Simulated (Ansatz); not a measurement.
# Co (P6_3/mmc) in Ansatz: further runs

Runs on Co. Level: r2SCAN. Tasks: single point, equation of state.

Program: Ansatz 0.2.0. These are calculated values, not measurements. Logs are shortened: lines on timing, memory, paths and dates and some standing lists are left out, and cuts for length are marked.

**1. The structure**

The structure is hexagonal, space group P6_3/mmc (No. 194). Conventional cell: a = 2.471 Å, b = 2.471 Å, c = 8.088 Å, α = 90.00°, β = 90.00°, γ = 120.00°. Around Co (site symmetry -6m2) lie 12 Co at 2.47 Å. Co (site symmetry -3m) has 12 Co at 2.47 Å as nearest neighbours.

**2. Single point, r2SCAN, collinear spin, ferromagnetic start, 10.05 Å³/atom (volume scaled by 0.94)**

input.yaml

```yaml
crystal:
  lattice:
    - [2.4201280013, 0.0, 0.0]
    - [-1.2100640007, 2.0958923296, 0.0]
    - [0.0, 0.0, 7.9231214745]
  atoms:
    - { symbol: Co, position: [0.6666666667, 0.3333333333, 0.75], spin: 2.0 }
    - { symbol: Co, position: [0.0, 0.0, 0.5], spin: 2.0 }
    - { symbol: Co, position: [0.3333333333, 0.6666666667, 0.25], spin: 2.0 }
    - { symbol: Co, position: [0.0, 0.0, 0.0], spin: 2.0 }
hamiltonian:
  xc: r2scan
  pseudopotentials: { kind: paw }
magnetization:
  spin_polarized: true
kpoints:
  mp_grid: { grid: [12, 12, 4] }
scf:
  occupations: { method: fermi_dirac, width: 0.05 }
output:
  forces: true
  stress: true
  eigenvalues: true
```

Potentials or basis: Ansatz PAW.

Launch:

```
ansatz run input.yaml --threads 2 --pin off --max-ram 5632MiB --backend cpu --events-out ev --progress --plain --runs-dir out
```

Output:

```text
Warning: RAYON_NUM_THREADS=2 ignored (pool sized by the plan → 2); use --threads N
Engine: ansatz 0.2.0, x86_64-unknown-linux-gnu
Pseudopotentials: kind: paw
Pseudopotential: Co, paw, valence charge 17, recommended cutoff 500 eV (meta_gga), Co.paw.azcp
Functional definition: r2SCAN
  parameter k0 = 0.174
  parameter k1 = 0.065
  parameter a1 = 4.9479
  exchange = r2scan_x(k0 = k0, k1 = k1, a1 = a1)
  correlation = r2scan_c
Crystal: 4 atoms, lattice volume = 40.189 Å³
Basis set: ecut = 500 eV, 1031 PW (Γ), exchange–correlation on 72×72×240 points (64 copies of the dense FFT grid, shifted against one another)
Bands: 46, of which v1, the nominal top of the filled ones, is band 34 counted from 1 (33 counted from 0)
Symmetry: 24 space group operations
Space group: P63/mmc (ITA 194), of the structure as read, at distance tolerance 3.4e-5 Å
Magnetic group: BNS 194.263 (UNI 1493), of the structure as read, at distance tolerance 3.4e-5 Å
k-points: 57 of 576
Non-local potential: Co, projectors of the file, l = 0: 3, l = 1: 2, l = 2: 3, l = 3: 1
PAW form: soft (Blöchl's): semilocal exchange-correlation on the pseudo side does not see the compensation charge
PAW frozen core: Co, regenerated for the run's functional (the file was generated under x = pbe(κ = 0.804, μ = 0.2195149727645171), c = pbe(β = 0.06672455060314922))
PAW one-centre angular grid: Co, 590 points (default); XC on 160 Gauss nodes
Initial density: superposition of atomic densities (chi_scale 0.1, normalization cell)
Starting moments: Σ|m| = 8 μB on 4 of 4 sites
Initial wavefunctions: pseudopotential atomic-orbital guess
Functional: x = r2scan, c = r2scan; τ floored in thin density (d = 2e-4 eV/Å³)
SCF iter   1: F=—  HF=-20523.748911 eV  |F-HF|=—  |Δ(HF+E_count)|=         —  Δρ=1.09e-1 (↑3.07e-2 ↓1.09e-1)  dr2=4.53e0  dr2_τ=3.57e-2  dr2_m=6.13e-1  M=7.456 μB ∫|m|=7.856 μB  β_m=1.00  ethr=3.10e-3  ⟨swp⟩=5.9  Hψ=18013  notcnv=0  defer=10
Mixer restart at iter 1: flushing history
preconditioner: auto → none  [metal: Δε(μ)=0.006 eV  Ē_g=10.394 eV  σ=0.050 eV  W_gap=0.03  n_scr=6 (ndim 8)  ℏωp=35.1 eV  f_vac=0.000  D(μ)=1.96/eV (n_scr^D=6)  sad-step TF]
SCF iter   2: F=—  HF=-20522.897872 eV  |F-HF|=—  |Δ(HF+E_count)|=   8.51e-1  Δρ=2.81e-2 (↑9.97e-3 ↓2.81e-2)  dr2=3.41e-1  dr2_τ=4.16e-2  dr2_m=6.04e-2  M=7.329 μB ∫|m|=8.162 μB  β_m=1.00  ethr=3.10e-3  ⟨swp⟩=2.6  Hψ=8990  notcnv=0  defer=459  κ⁻¹=1.0e0(r=1)
SCF iter   3: F=—  HF=-20524.266019 eV  |F-HF|=—  |Δ(HF+E_count)|=    1.37e0  Δρ=1.03e-2 (↑7.67e-3 ↓1.03e-2)  dr2=3.08e-2  dr2_τ=1.84e-3  dr2_m=1.83e-3  M=7.188 μB ∫|m|=8.244 μB  β_m=1.00  ethr=5.02e-4  ⟨swp⟩=2.2  Hψ=7460  notcnv=0  defer=464  κ⁻¹=2.9e-2(r=2)
SCF iter   4: F=—  HF=-20524.973336 eV  |F-HF|=—  |Δ(HF+E_count)|=         —  Δρ=9.80e-3 (↑6.93e-3 ↓9.80e-3)  dr2=3.46e-2  dr2_τ=7.93e-4  dr2_m=1.34e-3  M=7.108 μB ∫|m|=8.196 μB  β_m=1.00  ethr=4.53e-5  ⟨swp⟩=2.8  Hψ=9601  notcnv=0  defer=440
Mixer restart at iter 4: flushing history
SCF iter   5: F=—  HF=-20525.432909 eV  |F-HF|=—  |Δ(HF+E_count)|=   4.60e-1  Δρ=7.25e-3 (↑5.08e-3 ↓7.25e-3)  dr2=2.28e-2  dr2_τ=7.23e-4  dr2_m=5.86e-4  M=7.071 μB ∫|m|=8.177 μB  β_m=1.00  ethr=4.53e-5  ⟨swp⟩=2.5  Hψ=10015  notcnv=0  defer=437  κ⁻¹=1.0e0(r=1)
SCF iter   6: F=—  HF=-20525.970603 eV  |F-HF|=—  |Δ(HF+E_count)|=   5.38e-1  Δρ=4.04e-3 (↑3.71e-3 ↓4.04e-3)  dr2=1.43e-2  dr2_τ=1.03e-4  dr2_m=2.00e-4  M=7.037 μB ∫|m|=8.144 μB  β_m=1.00  ethr=3.35e-5  ⟨swp⟩=2.4  Hψ=10332  notcnv=0  defer=439  κ⁻¹=2.0e-1(r=2)
SCF iter   7: F=—  HF=-20526.037289 eV  |F-HF|=—  |Δ(HF+E_count)|=   6.67e-2  Δρ=3.34e-3 (↑2.54e-3 ↓3.34e-3)  dr2=8.83e-3  dr2_τ=7.40e-5  dr2_m=1.23e-4  M=7.025 μB ∫|m|=8.124 μB  β_m=1.00  ethr=2.11e-5  ⟨swp⟩=2.0  Hψ=8481  notcnv=0  defer=434  κ⁻¹=3.1e-2(r=3)
SCF iter   8: F=—  HF=-20526.031945 eV  |F-HF|=—  |Δ(HF+E_count)|=   5.34e-3  Δρ=3.05e-3 (↑3.05e-3 ↓1.53e-3)  dr2=1.13e-3  dr2_τ=3.73e-5  dr2_m=1.22e-3  M=6.990 μB ∫|m|=8.053 μB  β_m=1.00  ethr=1.30e-5  ⟨swp⟩=2.0  Hψ=10164  notcnv=0  defer=436  κ⁻¹=9.8e-3(r=4)
[... 1 line left out ...]
SCF iter  10: F=—  HF=-20526.055941 eV  |F-HF|=—  |Δ(HF+E_count)|=   1.90e-3  Δρ=6.89e-4 (↑4.27e-4 ↓6.89e-4)  dr2=6.69e-5  dr2_τ=2.25e-6  dr2_m=1.09e-5  M=7.013 μB ∫|m|=8.082 μB  β_m=1.00  ethr=2.67e-7  ⟨swp⟩=2.1  Hψ=9729  notcnv=0  defer=437  κ⁻¹=2.8e-4(r=6)
SCF iter  11: F=—  HF=-20526.056565 eV  |F-HF|=—  |Δ(HF+E_count)|=   6.24e-4  Δρ=5.83e-4 (↑4.04e-4 ↓5.83e-4)  dr2=3.02e-5  dr2_τ=1.28e-6  dr2_m=4.24e-5  M=7.012 μB ∫|m|=8.081 μB  β_m=1.00  ethr=9.83e-8  ⟨swp⟩=2.0  Hψ=8509  notcnv=0  defer=437  κ⁻¹=1.1e-4(r=7)
SCF iter  12: F=—  HF=-20526.056792 eV  |F-HF|=—  |Δ(HF+E_count)|=   2.27e-4  Δρ=1.74e-4 (↑1.14e-4 ↓1.74e-4)  dr2=1.10e-5  dr2_τ=2.52e-7  dr2_m=1.62e-6  M=7.011 μB ∫|m|=8.075 μB  β_m=1.00  ethr=4.44e-8  ⟨swp⟩=2.4  Hψ=9310  notcnv=0  defer=437  κ⁻¹=7.2e-5(r=8)
SCF iter  13: F=—  HF=-20526.056916 eV  |F-HF|=—  |Δ(HF+E_count)|=   1.24e-4  Δρ=1.42e-4 (↑6.82e-5 ↓1.42e-4)  dr2=2.74e-6  dr2_τ=8.75e-8  dr2_m=3.49e-6  M=7.012 μB ∫|m|=8.073 μB  β_m=1.00  ethr=1.62e-8  ⟨swp⟩=2.0  Hψ=8168  notcnv=0  defer=437  κ⁻¹=3.7e-5(r=8)
SCF iter  14: F=—  HF=-20526.057007 eV  |F-HF|=—  |Δ(HF+E_count)|=   9.03e-5  Δρ=3.38e-5 (↑1.94e-5 ↓3.38e-5)  dr2=3.70e-7  dr2_τ=1.70e-8  dr2_m=5.71e-8  M=7.013 μB ∫|m|=8.074 μB  β_m=1.00  ethr=4.03e-9  ⟨swp⟩=2.0  Hψ=8998  notcnv=0  defer=437  κ⁻¹=3.0e-6(r=8)
SCF iter  15: F=—  HF=-20526.057051 eV  |F-HF|=—  |Δ(HF+E_count)|=   4.39e-5  Δρ=3.00e-5 (↑1.01e-5 ↓3.00e-5)  dr2=2.26e-7  dr2_τ=1.25e-9  dr2_m=8.10e-8  M=7.013 μB ∫|m|=8.075 μB  β_m=1.00  ethr=5.44e-10  ⟨swp⟩=2.9  Hψ=10145  notcnv=0  defer=437  κ⁻¹=2.9e-6(r=8)
SCF iter  16: F=—  HF=-20526.057058 eV  |F-HF|=—  |Δ(HF+E_count)|=   7.57e-6  Δρ=8.84e-6 (↑5.87e-6 ↓8.84e-6)  dr2=2.07e-8  dr2_τ=1.21e-9  dr2_m=4.47e-9  M=7.014 μB ∫|m|=8.076 μB  β_m=1.00  ethr=3.33e-10  ⟨swp⟩=2.6  Hψ=9637  notcnv=0  defer=437  κ⁻¹=2.1e-6(r=8)
SCF iter  17: F=—  HF=-20526.057058 eV  |F-HF|=—  |Δ(HF+E_count)|=   7.12e-8  Δρ=4.89e-6 (↑3.34e-6 ↓4.89e-6)  dr2=7.55e-9  dr2_τ=4.82e-10  dr2_m=1.29e-9  M=7.014 μB ∫|m|=8.076 μB  β_m=1.00  ethr=3.05e-11  ⟨swp⟩=2.0  Hψ=8892  notcnv=0  defer=437  κ⁻¹=1.1e-5(r=8)
SCF iter  18: F=—  HF=-20526.057058 eV  |F-HF|=—  |Δ(HF+E_count)|=   1.53e-7  Δρ=1.96e-6 (↑8.28e-7 ↓1.96e-6)  dr2=1.17e-9  dr2_τ=1.05e-11  dr2_m=2.87e-10  M=7.014 μB ∫|m|=8.076 μB  β_m=1.00  ethr=1.11e-11  ⟨swp⟩=2.0  Hψ=9127  notcnv=0  defer=437  κ⁻¹=5.9e-7(r=8)
SCF iter  19: F=-20526.057058 eV  HF=-20526.057058 eV  |F-HF|=7.51e-9  |Δ(HF+E_count)|=   8.13e-8  Δρ=4.30e-6 (↑2.04e-6 ↓4.30e-6)  dr2=1.00e-8  dr2_τ=1.67e-11  dr2_m=6.25e-10  M=7.014 μB ∫|m|=8.076 μB  ethr=1.73e-12  ⟨swp⟩=6.6  Hψ=20779  notcnv=0
SCF 1 converged in 19 iterations: F = -20526.057058 eV  dr2 = 1.00e-8
this state was not tested for a lower state beside it, because the mixer in use, unlike msr1, does not test its closes by its own steps (another_mixer; see scf.mixing.algorithm and scf.lower_state_search)
SCF converged after 19 iterations
Magnetization: 7.0139 μB (37.5070 up, 30.4930 down)
Absolute magnetization: 8.0831 μB (∫|ρ↑−ρ↓|, with the PAW one-centre terms)
Spin contamination: 0.2219 ħ² per cell (⟨S²⟩ above its minimum at these occupations)
Per-site moments (μB) at R_I (Å): [(1.8856701237410067, 0.9983028005515256), (1.8592165372533462, 0.9983028005515256), (1.8856701237410072, 0.9983028005515256), (1.859216537253345, 0.9983028005515256)]
Free energy (F): -20526.057058 eV
Harris-Foulkes:  -20526.057058 eV  (|F-HF|=7.51e-9)
Internal energy: -20526.034834 eV  (E = F + TS)
E sigma→0 (E₀):  -20526.045946 eV
Entropy (-TS):   -0.022224 eV (-5.556 meV/atom)
Fermi energy:    20.642355 eV
--- Per-component energies (eV) ---
  E_band       = -962.313451
  E_kinetic    = 1825.960560
  E_local      = -10894.382871  (includes V_loc(G=0)·N_el)
  E_nonlocal   = 1824.882542
  E_hartree    = 4589.851017
  E_xc         = -634.170119
  E_vxc        = -925.168589  (∫ρ·V_xc dr)
  E_paw        = -6096.717650  (= ΣΔE_a)
  E_vpaw       = -2032.517186  (= ΣTr[D̂ρ^β])
  E_aug_tail   = 0.000129  (compensation charges beyond the density's cutoff)
  E_vtau       = 59.222373  (kinetic-family band-sum trace: ∫τ·v_τ [+ j·A + Jᵃ·Aᵃ] dr)
  E_ewald      = -11140.277617
  E_core_change = -1.180825  (= ΣΔE_core)
  E_smearing   = -0.022224  (= −TS)
  E_closure    = 0.000000  (closes the sum)
  Σ components = -20526.057058   (vs F -20526.057058, Δ=0.00e0)
--- Forces (eV/Å), atoms counted from 1 ---
  atom   1  Co     0.00000000    -0.00000000     0.00000000
  atom   2  Co     0.00000000     0.00000000     0.00000000
  atom   3  Co    -0.00000000     0.00000000     0.00000000
  atom   4  Co     0.00000000     0.00000000     0.00000000
  max |Σ_I F_I| component: 1.16e-18 eV/Å
--- Stress (GPa, compression-positive) ---
       16.910375       0.000000       0.000000
        0.000000      16.910375       0.000000
        0.000000       0.000000      15.113021
  P = ⅓ Tr σ = 16.3113 GPa (163.113 kbar)
--- Band table (eV; the first three rows and the last of 114) ---
  k-point 0 ↑: bands = ["-79.8862", "-79.8712", "-79.7987", "-79.7836", "-41.8816", "-41.7345", "-41.5929", "-41.4841", "-41.4841", "-41.4675", "-41.4675", "-41.4423", "-41.4349", "-41.4349", "-41.4182", "-41.4182", "10.5759", "12.9330", "12.9720", "14.3495", "16.6985", "16.7426", "16.8859", "16.8859", "16.9669", "16.9669", "17.0091", "17.2343", "17.2343", "17.3443", "17.3443", "17.9078", "17.9078", "18.2805", "18.2805", "18.6874", "18.6874", "19.1265", "19.1265", "20.0048", "27.2082", "36.2758", "36.2905", "43.5069", "44.0897", "45.1549"]
[... 3 lines left out ...]
```

It took 32 s on 2 threads of Intel Xeon Platinum 8488C (Sapphire Rapids), shared host; peak memory 0.65 GiB.

Results:

- Free energy: -20526.0571 eV
- Pressure: 16.3 GPa
- Band gap on the k mesh: none (metal or under the smearing width)
- Net moment: 7.01 μB per cell
- Absolute moment: 8.08 μB per cell
- Site moments: Co +1.89, +1.86 μB

Caveat: the magnetic or orbital state may not be the lowest; the PAW data sets come from PBE, with cores solved anew for the run's functional, which leaves a small shift of forces and pressure.

**3. Single point, r2SCAN, collinear spin, ferromagnetic start, 10.26 Å³/atom (volume scaled by 0.96)**

input.yaml: that of step 2 with these lines changed.

```diff
@@ -2,5 +2,5 @@
   lattice:
-    - [2.4201280013, 0.0, 0.0]
-    - [-1.2100640007, 2.0958923296, 0.0]
-    - [0.0, 0.0, 7.9231214745]
+    - [2.4371717178, 0.0, 0.0]
+    - [-1.2185858589, 2.110652621, 0.0]
+    - [0.0, 0.0, 7.978919943]
   atoms:
```

Potentials or basis: Ansatz PAW.

Launch:

```
ansatz run input.yaml --threads 2 --pin off --max-ram 5632MiB --backend cpu --events-out ev --progress --plain --runs-dir out
```

It took 32 s on 2 threads of Intel Xeon Platinum 8488C (Sapphire Rapids), shared host; peak memory 0.64 GiB.

Results (log left out):

| Property | Result |
| --- | --- |
| Free energy | -20526.1272 eV |
| Pressure | 10.1 GPa |
| Band gap on the k mesh | none (metal or under the smearing width) |
| Net moment | 7.04 μB per cell |
| Absolute moment | 8.14 μB per cell |
| Site moments | Co +1.90, +1.87 μB |

Caveat: the magnetic or orbital state may not be the lowest; the PAW data sets come from PBE, with cores solved anew for the run's functional, which leaves a small shift of forces and pressure.

**4. Single point, r2SCAN, collinear spin, ferromagnetic start, 10.47 Å³/atom (volume scaled by 0.98)**

input.yaml: that of step 3 with these lines changed.

```diff
@@ -2,5 +2,5 @@
   lattice:
-    - [2.4371717178, 0.0, 0.0]
-    - [-1.2185858589, 2.110652621, 0.0]
-    - [0.0, 0.0, 7.978919943]
+    - [2.4539803297, 0.0, 0.0]
+    - [-1.2269901649, 2.125209306, 0.0]
+    - [0.0, 0.0, 8.033948716]
   atoms:
```

Launch:

```
ansatz run input.yaml --threads 2 --pin off --max-ram 5632MiB --backend cpu --events-out ev --progress --plain --runs-dir out
```

Wall time 39 s (2 threads of Intel Xeon Platinum 8488C (Sapphire Rapids), shared host); peak memory 0.64 GiB.

Results (log left out):

```
Free energy            : -20526.1661 eV
Pressure               : 4.6 GPa
Band gap on the k mesh : none (metal or under the smearing width)
Net moment             : 7.06 μB per cell
Absolute moment        : 8.20 μB per cell
Site moments           : Co +1.90, +1.88 μB
```

Caveat: the magnetic or orbital state may not be the lowest; the PAW data sets come from PBE, with cores solved anew for the run's functional, which leaves a small shift of forces and pressure.

**5. Single point, r2SCAN, collinear spin, ferromagnetic start, 10.69 Å³/atom**

input.yaml: that of step 4 with these lines changed.

```diff
@@ -2,5 +2,5 @@
   lattice:
-    - [2.4539803297, 0.0, 0.0]
-    - [-1.2269901649, 2.125209306, 0.0]
-    - [0.0, 0.0, 8.033948716]
+    - [2.4705617809, 0.0, 0.0]
+    - [-1.2352808905, 2.1395692639, 0.0]
+    - [0.0, 0.0, 8.0882338]
   atoms:
```

Launch:

```
ansatz run input.yaml --threads 2 --pin off --max-ram 5632MiB --backend cpu --events-out ev --progress --plain --runs-dir out
```

Run time: 40 s. Hardware: 2 threads of Intel Xeon Platinum 8488C (Sapphire Rapids), shared host; peak memory 0.67 GiB.

It converged, with:

```
Free energy            : -20526.1770 eV
Pressure               : -0.4 GPa
Band gap on the k mesh : none (metal or under the smearing width)
Net moment             : 7.07 μB per cell
Absolute moment        : 8.25 μB per cell
Site moments           : Co +1.91, +1.88 μB
```

Caveat: the magnetic or orbital state may not be the lowest; the PAW data sets come from PBE, with cores solved anew for the run's functional, which leaves a small shift of forces and pressure.

**6. Single point, r2SCAN, collinear spin, ferromagnetic start, 10.90 Å³/atom (volume scaled by 1.02)**

input.yaml: that of step 5 with these lines changed.

```diff
@@ -2,5 +2,5 @@
   lattice:
-    - [2.4705617809, 0.0, 0.0]
-    - [-1.2352808905, 2.1395692639, 0.0]
-    - [0.0, 0.0, 8.0882338]
+    - [2.486923594, 0.0, 0.0]
+    - [-1.2434617971, 2.1537390097, 0.0]
+    - [0.0, 0.0, 8.1417998233]
   atoms:
@@ -23 +23,5 @@
   eigenvalues: true
+  write_density: true
+  write_potential: true
+  elf: true
+  volumetric_format: npy
```

Potentials or basis: Ansatz PAW.

Launch:

```
ansatz run input.yaml --threads 2 --pin off --max-ram 5632MiB --backend cpu --events-out ev --progress --plain --runs-dir out
```

Run time: 44 s. Hardware: 2 threads of Intel Xeon Platinum 8488C (Sapphire Rapids), shared host; peak memory 0.68 GiB.

Results (log left out):

* Free energy: -20526.1632 eV
* Pressure: -4.7 GPa
* Band gap on the k mesh: none (metal or under the smearing width)
* Net moment: 7.09 μB per cell
* Absolute moment: 8.30 μB per cell
* Site moments: Co +1.92, +1.89 μB

Caveat: the magnetic or orbital state may not be the lowest; the PAW data sets come from PBE, with cores solved anew for the run's functional, which leaves a small shift of forces and pressure.

**7. Single point, r2SCAN, collinear spin, ferromagnetic start, 11.12 Å³/atom (volume scaled by 1.04)**

input.yaml: that of step 6 with these lines changed.

```diff
@@ -2,5 +2,5 @@
   lattice:
-    - [2.486923594, 0.0, 0.0]
-    - [-1.2434617971, 2.1537390097, 0.0]
-    - [0.0, 0.0, 8.1417998233]
+    - [2.503072901, 0.0, 0.0]
+    - [-1.2515364506, 2.1677247198, 0.0]
+    - [0.0, 0.0, 8.1946701348]
   atoms:
@@ -23,5 +23 @@
   eigenvalues: true
-  write_density: true
-  write_potential: true
-  elf: true
-  volumetric_format: npy
```

Launch:

```
ansatz run input.yaml --threads 2 --pin off --max-ram 5632MiB --backend cpu --events-out ev --progress --plain --runs-dir out
```

Run time: 38 s. Hardware: 2 threads of Intel Xeon Platinum 8488C (Sapphire Rapids), shared host; peak memory 0.67 GiB.

It converged, with:

* Free energy: -20526.1274 eV
* Pressure: -8.6 GPa
* Band gap on the k mesh: none (metal or under the smearing width)
* Net moment: 7.10 μB per cell
* Absolute moment: 8.34 μB per cell
* Site moments: Co +1.93, +1.89 μB

Caveat: the magnetic or orbital state may not be the lowest; the PAW data sets come from PBE, with cores solved anew for the run's functional, which leaves a small shift of forces and pressure.

**8. Single point, r2SCAN, collinear spin, ferromagnetic start, 11.33 Å³/atom (volume scaled by 1.06)**

input.yaml: that of step 7 with these lines changed.

```diff
@@ -2,5 +2,5 @@
   lattice:
-    - [2.503072901, 0.0, 0.0]
-    - [-1.2515364506, 2.1677247198, 0.0]
-    - [0.0, 0.0, 8.1946701348]
+    - [2.5190164704, 0.0, 0.0]
+    - [-1.2595082352, 2.1815322559, 0.0]
+    - [0.0, 0.0, 8.2468668932]
   atoms:
@@ -23 +23,5 @@
   eigenvalues: true
+  write_density: true
+  write_potential: true
+  elf: true
+  volumetric_format: npy
```

Launch:

```
ansatz run input.yaml --threads 2 --pin off --max-ram 5632MiB --backend cpu --events-out ev --progress --plain --runs-dir out
```

It took 41 s on 2 threads of Intel Xeon Platinum 8488C (Sapphire Rapids), shared host; peak memory 0.69 GiB.

Results (log left out):

```
Free energy            : -20526.0723 eV
Pressure               : -11.9 GPa
Band gap on the k mesh : none (metal or under the smearing width)
Net moment             : 7.13 μB per cell
Absolute moment        : 8.39 μB per cell
Site moments           : Co +1.94, +1.90 μB
```

Caveat: the magnetic or orbital state may not be the lowest; the PAW data sets come from PBE, with cores solved anew for the run's functional, which leaves a small shift of forces and pressure.

**9. Equation of state, r2SCAN, collinear spin, ferromagnetic start**

Potentials or basis: Ansatz PAW.

No new run: the results of the series are fitted here.

Results:

- Equilibrium volume: 10.67 Å³/atom
- Bulk modulus at fixed shape and positions: 233 GPa
- Pressure derivative of the bulk modulus: 5.0

Energy against volume, from the lowest point:
| volume (Å³/atom) | energy (meV/atom) |
| --- | --- |
| 10.047 | 30.00 |
| 10.261 | 12.45 |
| 10.475 | 2.74 |
| 10.688 | 0.00 |
| 10.902 | 3.45 |
| 11.116 | 12.41 |
| 11.330 | 26.18 |

Caveat: the magnetic or orbital state may not be the lowest; the cell was scaled at fixed shape and fractional positions, which overstates the stiffness of a crystal with free parameters, most of all of layers and chains; the PAW data sets were made with another functional, which shifts forces and pressure a little.
